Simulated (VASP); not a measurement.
# TiB2 (P6/mmm) in VASP: a series of runs

Aim: see how the results for TiB2 move with the level of theory and the settings. Levels: PBE, LDA, PBEsol. Tasks: relaxation of cell and atoms.

All numbers are computed with VASP 6.6.1; they aren't measurements. Logs are shortened: lines on timing, memory, paths and dates and some standing lists are left out, and cuts for length are marked.

## (1) Starting point

It takes space group P6/mmm (No. 191, hexagonal). Conventional cell: a = 3.033 Å, b = 3.033 Å, c = 3.221 Å, α = 90.00°, β = 90.00°, γ = 120.00°. Around Ti (site symmetry 6/mmm) lie 12 B at 2.38 Å. Around B (site symmetry -6m2) lie 3 B at 1.75 Å.

## (2) Relaxation of cell and atoms, PBE

The input, INCAR:

```
  PREC = Accurate
  ENCUT = 300
  EDIFF = 1E-7
  ISMEAR = 1
  SIGMA = 0.1
  LREAL = False
  LASPH = True
  NELM = 80
  ALGO = Normal
  ISIF = 3
  LWAVE = False
  LCHARG = False
  GGA = PE
  IBRION = 2
  NSW = 90
  EDIFFG = -0.005
```

The input, KPOINTS:

```
Automatic mesh
0
Gamma
  8 8 6
```

The input, POSCAR:

```
TiB2                                    
1.0
    3.0328829446      0.0000000000      0.0000000000
   -1.5164414723      2.6265536767     -0.0000000000
    0.0000000000      0.0000000000      3.2214197333
  Ti              B             
     1     2
Direct
     0.0000000000000000    1.0000000000000000    0.0000000000000000
     0.3333333332999970    0.6666666667000030    0.5000000000000000
     0.6666666667000030    0.3333333332999970    0.5000000000000000
```

Potentials or basis: VASP PAW PBE potentials, release 64 (Ti_sv, B_s).

On the command line:

```console
$ cat potpaw_PBE.64/Ti_sv/POTCAR potpaw_PBE.64/B_s/POTCAR > POTCAR
$ mpirun -np 1 vasp_std > vasp.out
```

OUTCAR:

```text
PREC = Accurate
   ENCUT = 300
   EDIFF = 1E-7
   ISMEAR = 1
   LREAL = False
   LASPH = True
   NELM = 80
   ISIF = 3
   GGA = PE
   IBRION = 2
   NSW = 90
   EDIFFG = -0.005

 ion  position               nearest neighbor table
   1  0.000  0.000  0.000-   2 2.38   3 2.38   2 2.38   3 2.38   2 2.38   2 2.38   3 2.38   3 2.38
                             3 2.38   3 2.38   2 2.38   2 2.38
   2  0.333  0.667  0.500-   3 1.75   3 1.75   3 1.75   1 2.38   1 2.38   1 2.38   1 2.38   1 2.38
                             1 2.38
   3  0.667  0.333  0.500-   2 1.75   2 1.75   2 1.75   1 2.38   1 2.38   1 2.38   1 2.38   1 2.38
                             1 2.38

  LATTYP: Found a hexagonal cell.
 ALAT       =     3.0328829446
 C/A-ratio  =     1.0621642154

  Lattice vectors:

 A1 = (   3.0328829446,   0.0000000000,   0.0000000000)
 A2 = (  -1.5164414723,   2.6265536767,   0.0000000000)
 A3 = (   0.0000000000,   0.0000000000,   3.2214197333)

Analysis of symmetry for initial positions (statically):
=====================================================================
 Subroutine PRICEL returns:
 Original cell was already a primitive cell.

 Routine SETGRP: Setting up the symmetry group for a
 hexagonal supercell.

 Subroutine GETGRP returns: Found 24 space group operations
 (whereof 24 operations were pure point group operations)
 out of a pool of 24 trial point group operations.

The static configuration has the point symmetry D_6h.

Analysis of symmetry for dynamics (positions and initial velocities):
=====================================================================
 Subroutine PRICEL returns:
 Original cell was already a primitive cell.

 Routine SETGRP: Setting up the symmetry group for a
 hexagonal supercell.

 Subroutine GETGRP returns: Found 24 space group operations
 (whereof 24 operations were pure point group operations)
 out of a pool of 24 trial point group operations.

The dynamic configuration has the point symmetry D_6h.

 Subroutine INISYM returns: Found 24 space group operations
 (whereof 24 operations are pure point group operations),
 and found     1 'primitive' translations

----------------------------------------------------------------------------------------

                                     Primitive cell

  volume of cell :      25.6619

  direct lattice vectors                    reciprocal lattice vectors
     3.032882945  0.000000000  0.000000000     0.329719286  0.190363519  0.000000000
    -1.516441472  2.626553677  0.000000000     0.000000000  0.380727037  0.000000000
     0.000000000  0.000000000  3.221419733     0.000000000  0.000000000  0.310422138

  length of vectors
     3.032882945  3.032882945  3.221419733     0.380727037  0.380727037  0.310422138

  position of ions in fractional coordinates (direct lattice)
[... 103 lines left out ...]
  Fermi-wavevector in a.u.,A,eV,Ry     =   1.454574  2.748747 28.787023  2.115786
  Thomas-Fermi vector in A             =   2.571709
   LORBIT       =      0    0 simple, 1 ext, 2 COOP (PROOUT), +10 PAW based schemes
   GGA     = PE    functional components
   LHFCALC =     F    Hartree Fock is set to
   AEXX    =    0.0000 exact exchange contribution
   IVDW    =     0    specifies the selected vdW correction
   LEPSILON=     F    determine dielectric tensor
   LRPA    =     F    only Hartree local field effects (RPA)
 conjugate gradient relaxation of ions
 non-spin polarized calculation
 Methfessel and Paxton  Order N= 1 SIGMA  =   0.10
  energy-cutoff  :      300.00
  volume of cell :       25.66
 maximum number of plane-waves:       327
 NGX is ok and might be reduce to    18
   NGX =  9   NGY =  9   NGZ =  9

 number of electron      18.0000013 magnetization

 Free energy of the ion-electron system (eV)
  ---------------------------------------------------
  ext. energy  EPLUGINS =         0.00000000
  ---------------------------------------------------
  free energy    TOTEN  =       -24.39951658 eV

  energy without entropy =      -24.39987523  energy(sigma->0) =      -24.39963613

 E-fermi :  11.3255     XC(G=0): -12.7029

 val. band max:       10.9699402355   @ k =   0.0000   0.0000   0.5000
 cond. band min:      11.3374899361   @ k =   0.0000   0.0000   0.3333
 fundamental gap:      0.3675497007
 Fermi energy:        11.3254715653

 k-point     1 :       0.0000    0.0000    0.0000
  band No.  band energies     occupation
      1     -45.7574      2.00000
      2     -22.1290      2.00000
      3     -21.8225      2.00000
      4     -21.8225      2.00000
      5      -2.3145      2.00000
      6       8.5424      2.00000
      7       8.5424      2.00000
      8       8.8712      2.00000
      9       9.0666      2.00000
     10      13.0585     -0.00000
     11      13.0585     -0.00000
     12      14.8395      0.00000
     13      14.8395      0.00000
[... 354 lines left out ...]
  band No.  band energies     occupation
      1     -45.6993      2.00000
      2     -22.2077      2.00000
      3     -22.1417      2.00000
      4     -21.8849      2.00000
      5       0.7225      2.00000
      6       4.1797      2.00000
      7       7.0110      2.00000
      8       7.0490      2.00000
      9       8.8890      2.00000
     10      12.9869     -0.00000
     11      13.4221      0.00000
     12      14.9509      0.00000
     13      15.4252      0.00000

 [... further k-points ...]

------------------------ aborting loop because EDIFF is reached ----------------------------------------

  FORCE on cell =-STRESS in cart. coord.  units (eV):
  Direction    XX          YY          ZZ          XY          YZ          ZX
  --------------------------------------------------------------------------------------
  -------------------------------------------------------------------------------------
  Total        0.0041401      0.0041401      0.0018260      0.0000000     -0.0000000      0.0000000
  in kB        0.2584846      0.2584846      0.1140039      0.0000000     -0.0000000      0.0000000
  external PRESSURE =       0.2103244 kB  Pullay stress =       0.0000000 kB

 VOLUME and BASIS-vectors are now :
 -----------------------------------------------------------------------------
  energy-cutoff  :      300.00
  volume of cell :       25.66
      direct lattice vectors                 reciprocal lattice vectors
     3.032882945  0.000000000  0.000000000     0.329719286  0.190363519  0.000000000
    -1.516441472  2.626553677  0.000000000     0.000000000  0.380727037  0.000000000
     0.000000000  0.000000000  3.221419733     0.000000000  0.000000000  0.310422138

 POSITION                                       TOTAL-FORCE (eV/Angst)
 -----------------------------------------------------------------------------------
      0.00000      0.00000      0.00000         0.000000      0.000000      0.000000
     -0.00000      1.75104      1.61071         0.000000     -0.000000      0.000000
      1.51644      0.87552      1.61071        -0.000000      0.000000      0.000000
 -----------------------------------------------------------------------------------
    total drift:                                0.000000      0.000000     -0.000000

  FREE ENERGIE OF THE ION-ELECTRON SYSTEM (eV)
  ---------------------------------------------------
  free  energy   TOTEN  =       -24.3995165828 eV

  energy  without entropy=      -24.3998752288  energy(sigma->0) =      -24.39963613

 reached required accuracy - stopping structural energy minimisation
```

OSZICAR:

```text
N       E                     dE             d eps       ncg     rms          rms(c)
DAV:   1     0.109865673124E+03    0.10987E+03   -0.65048E+03  1082   0.113E+03
DAV:   2    -0.195988807928E+02   -0.12946E+03   -0.12385E+03  1238   0.473E+02
DAV:   3    -0.293168303221E+02   -0.97179E+01   -0.96511E+01  1774   0.108E+02
DAV:   4    -0.296021285386E+02   -0.28530E+00   -0.28506E+00  1294   0.155E+01
DAV:   5    -0.296282213355E+02   -0.26093E-01   -0.26087E-01  1836   0.524E+00    0.170E+01
DAV:   6    -0.243922165665E+02    0.52360E+01   -0.27252E+01  1820   0.642E+01    0.518E+00
DAV:   7    -0.244048445803E+02   -0.12628E-01   -0.16104E+00  1543   0.149E+01    0.396E+00
DAV:   8    -0.244067284852E+02   -0.18839E-02   -0.13708E-01  1856   0.380E+00    0.653E-01
DAV:   9    -0.243998583180E+02    0.68702E-02   -0.53714E-02  1812   0.314E+00    0.240E-01
DAV:  10    -0.243995094950E+02    0.34882E-03   -0.32426E-03  1422   0.736E-01    0.474E-02
DAV:  11    -0.243995298297E+02   -0.20335E-04   -0.36645E-04  1636   0.221E-01    0.346E-02
DAV:  12    -0.243995167058E+02    0.13124E-04   -0.74029E-05  1586   0.128E-01    0.509E-03
DAV:  13    -0.243995165062E+02    0.19953E-06   -0.41281E-06  1561   0.254E-02    0.124E-03
DAV:  14    -0.243995165828E+02   -0.76568E-07   -0.19900E-07  1024   0.405E-03
   1 F= -.24399517E+02 E0= -.24399636E+02  d E =-.243995E+02
```

Wall time 18 s (1 thread of Intel Xeon Platinum 8259CL at 2.50GHz (Skylake/Cascade Lake), shared host); peak memory 0.12 GiB.

The run converged, but some of its settings lie outside the range that counts as converged, so its numbers aren't taken as properties of the crystal.

Results:

```yaml
Free_energy: -24.3995 eV
Band_gap_on_the_k_mesh: none (metal or under the smearing width)
```

Caveat: the cutoff is under 1.25 times the usual one of these potentials, so pressure, stress and relaxed cells hold a basis-set (Pulay) error; the relaxation stopped at its first step, so nothing moved.

## (3) Relaxation of cell and atoms, LDA

The input, INCAR:

```
  PREC = Accurate
  ENCUT = 600
  EDIFF = 1E-6
  ISMEAR = 1
  SIGMA = 0.1
  LREAL = False
  LASPH = True
  NELM = 80
  ALGO = Normal
  ISIF = 3
  LWAVE = False
  LCHARG = False
  IBRION = 2
  NSW = 90
  EDIFFG = -0.01
```

The input, KPOINTS:

```
regular mesh
0
Gamma
  15 15 11
```

The input, POSCAR:

```
TiB2
1.0
    3.0292000000      0.0000000000      0.0000000000
   -1.5146000000      2.6233641531      0.0000000000
    0.0000000000      0.0000000000      3.2284000000
Ti B
1 2
Direct
    0.0000000000      0.0000000000      0.0000000000
    0.3333333333      0.6666666667      0.5000000000
    0.6666666667      0.3333333333      0.5000000000
```

Potentials or basis: VASP PAW LDA potentials, release 64 (Ti_sv, B).

On the command line:

```console
$ cat potpaw_LDA.64/Ti_sv/POTCAR potpaw_LDA.64/B/POTCAR > POTCAR
$ mpirun -np 1 vasp_std > vasp.out
```

Run time: 2.3 min. Hardware: 1 thread of Intel Xeon Platinum 8488C (Sapphire Rapids), shared host; peak memory 0.2 GiB.

Results (log left out):

```
Free energy                            : -26.9234 eV
Relaxed volume                         : 8.20 Å³/atom
Relaxed cell                           : a = 2.996 Å, b = 2.996 Å, c = 3.163 Å, α = 90.00°, β = 90.00°, γ = 120.00°
Space group after relaxing (to 0.05 Å) : P6/mmm (No. 191)
Energy gained by relaxing              : 12.9 meV/atom
Ionic steps                            : 7
Pressure after relaxing                : -0.1 GPa
Band gap on the k mesh                 : none (metal or under the smearing width)
```

The path:
| step | energy change (eV) | largest force (eV/Å) | pressure (GPa) | volume (Å³) |
| --- | --- | --- | --- | --- |
| 1 | 0.0000 | 0.0000 | -10.79 | 25.66 |
| 2 | 0.0012 | 0.0000 | 12.76 | 23.58 |
| 3 | -0.0374 | 0.0000 | 0.02 | 24.60 |
| 4 | -0.0374 | 0.0000 | 0.22 | 24.58 |
| 5 | -0.0386 | 0.0000 | 0.16 | 24.56 |
| 6 | -0.0386 | 0.0000 | 0.18 | 24.56 |
| 7 | -0.0386 | 0.0000 | -0.14 | 24.59 |

Final structure:
```
Ti B
1.0
     2.99614    0.00000    0.00000
    -1.49807    2.59474    0.00000
     0.00000    0.00000    3.16278
Ti B
1 2
Cartesian
  0.0000 0.0000 0.0000
  0.0000 1.7298 1.5814
  1.4981 0.8649 1.5814
```

Levels at points of the mesh, in eV from the Fermi level:
| k point | band 6 | band 7 | band 8 | band 9 | band 10 | band 11 | band 12 | band 13 |
| --- | --- | --- | --- | --- | --- | --- | --- | --- |
| (0.00, 0.00, 0.00) | -2.75 | -2.75 | -2.20 | -2.16 | 2.00 | 2.00 | 3.90 | 3.90 |

LDA usually gives volumes a few per cent too small. Zero-point motion and thermal expansion aren't in these numbers.

## (4) Relaxation of cell and atoms, LDA

This run uses another cell than the first one, of 8.20 Å³/atom, 0.958 times its volume.

INCAR, as its differences from that of step 3:

```diff
@@ -2,3 +2,3 @@
   ENCUT = 600
-  EDIFF = 1E-6
+  EDIFF = 1E-7
   ISMEAR = 1
@@ -14,2 +14,2 @@
   NSW = 90
-  EDIFFG = -0.01
+  EDIFFG = -0.005
```

KPOINTS is that of step 3.

The input, POSCAR:

```
TiB2                                    
1.0
    2.9961442765     -0.0000000000     -0.0000000000
   -1.4980721383      2.5947370568      0.0000000000
    0.0000000000     -0.0000000000      3.1627823371
  Ti              B             
     1     2
Direct
     0.0000000000000000    0.0000000000000000    0.0000000000000000
     0.3333333332999970    0.6666666667000030    0.5000000000000000
     0.6666666667000030    0.3333333332999970    0.5000000000000000
```

On the command line:

```console
$ cat potpaw_LDA.64/Ti_sv/POTCAR potpaw_LDA.64/B/POTCAR > POTCAR
$ mpirun -np 1 vasp_std > vasp.out
```

Wall time 70 s (1 thread of Intel Xeon Platinum 8488C (Sapphire Rapids), shared host); peak memory 0.19 GiB.

The run converged. Its results:

- Free energy: -26.9226 eV
- Relaxed volume: 8.19 Å³/atom
- Relaxed cell: a = 2.996 Å, b = 2.996 Å, c = 3.162 Å, α = 90.00°, β = 90.00°, γ = 120.00°
- Space group after relaxing (to 0.05 Å): P6/mmm (No. 191)
- Energy gained by relaxing: 0.0 meV/atom
- Ionic steps: 3
- Pressure after relaxing: 0.0 GPa
- Band gap on the k mesh: none (metal or under the smearing width)

Final structure:
```
Ti B
1.0
     2.99551    0.00000    0.00000
    -1.49775    2.59419    0.00000
     0.00000    0.00000    3.16221
Ti B
1 2
Direct
  0.00000 0.00000 0.00000
  0.33333 0.66667 0.50000
  0.66667 0.33333 0.50000
```

Levels at points of the mesh, in eV from the Fermi level:
| k point | band 7 | band 8 | band 9 | band 10 | band 11 | band 12 |
| --- | --- | --- | --- | --- | --- | --- |
| (0.00, 0.00, 0.00) | -2.75 | -2.20 | -2.16 | 2.00 | 2.00 | 3.90 |

## (5) Relaxation of cell and atoms, PBEsol

The input, INCAR:

```
SYSTEM = TiB2
  PREC = Accurate
  ENCUT = 600
  EDIFF = 1E-6
  ISMEAR = 1
  SIGMA = 0.1
  LREAL = .FALSE.
  LASPH = .TRUE.
  NELM = 80
  ALGO = Normal
  ISIF = 3
  LWAVE = .FALSE.
  LCHARG = .FALSE.
  GGA = PS
  IBRION = 2
  NSW = 90
  EDIFFG = -0.01
```

The input, KPOINTS:

```
Automatic mesh
0
G
  15 15 11
  0 0 0
```

The input, POSCAR:

```
TiB2
1.0
    3.0292000000      0.0000000000      0.0000000000
   -1.5146000000      2.6233641531      0.0000000000
    0.0000000000      0.0000000000      3.2284000000
Ti B
1 2
Direct
    0.0000000000      0.0000000000      0.0000000000
    0.3333333333      0.6666666667      0.5000000000
    0.6666666667      0.3333333333      0.5000000000
```

Potentials or basis: VASP PAW PBE potentials, release 64 (Ti_sv, B).

On the command line:

```console
$ cat potpaw_PBE.64/Ti_sv/POTCAR potpaw_PBE.64/B/POTCAR > POTCAR
$ mpirun -np 1 vasp_std > vasp.out
```

Wall time 62 s (1 thread of Intel Xeon 6975P-C (Granite Rapids), shared host); peak memory 0.2 GiB.

Results (log left out):

```yaml
Free_energy: -25.7942 eV
Relaxed_volume: 8.38 Å³/atom
Relaxed_cell: a = 3.019 Å, b = 3.019 Å, c = 3.186 Å, α = 90.00°, β = 90.00°, γ = 120.00°
Space_group_after_relaxing_to_0.05_Å: P6/mmm (No. 191)
Energy_gained_by_relaxing: 3.1 meV/atom
Ionic_steps: 4
Pressure_after_relaxing: 0.0 GPa
Band_gap_on_the_k_mesh: none (metal or under the smearing width)
```

The path:
```
step  energy change (eV)  largest force (eV/Å)  pressure (GPa)  volume (Å³)
   1              0.0000                0.0000           -4.83        25.66
   2             -0.0026                0.0000            4.88        24.71
   3             -0.0086                0.0000            0.32        25.13
   4             -0.0094                0.0000            0.01        25.14
```

Final structure:
```cif
data_structure
_symmetry_space_group_name_H-M 'P 1'
_symmetry_Int_Tables_number 1
_cell_length_a 3.0188
_cell_length_b 3.0188
_cell_length_c 3.1857
_cell_angle_alpha 90.000
_cell_angle_beta 90.000
_cell_angle_gamma 120.000
_cell_volume 25.14
loop_
_atom_site_label
_atom_site_type_symbol
_atom_site_fract_x
_atom_site_fract_y
_atom_site_fract_z
_atom_site_occupancy
Ti1 Ti 0.00000 0.00000 0.00000 1
B1 B 0.33333 0.66667 0.50000 1
B2 B 0.66667 0.33333 0.50000 1
```

Levels at points of the mesh, in eV from the Fermi level:
| k point | band 7 | band 8 | band 9 | band 10 | band 11 | band 12 |
| --- | --- | --- | --- | --- | --- | --- |
| (0.00, 0.00, 0.00) | -2.70 | -2.20 | -2.17 | 1.96 | 1.96 | 3.84 |

Caveat: the PAW data sets were made with another functional, which shifts forces and pressure a little.
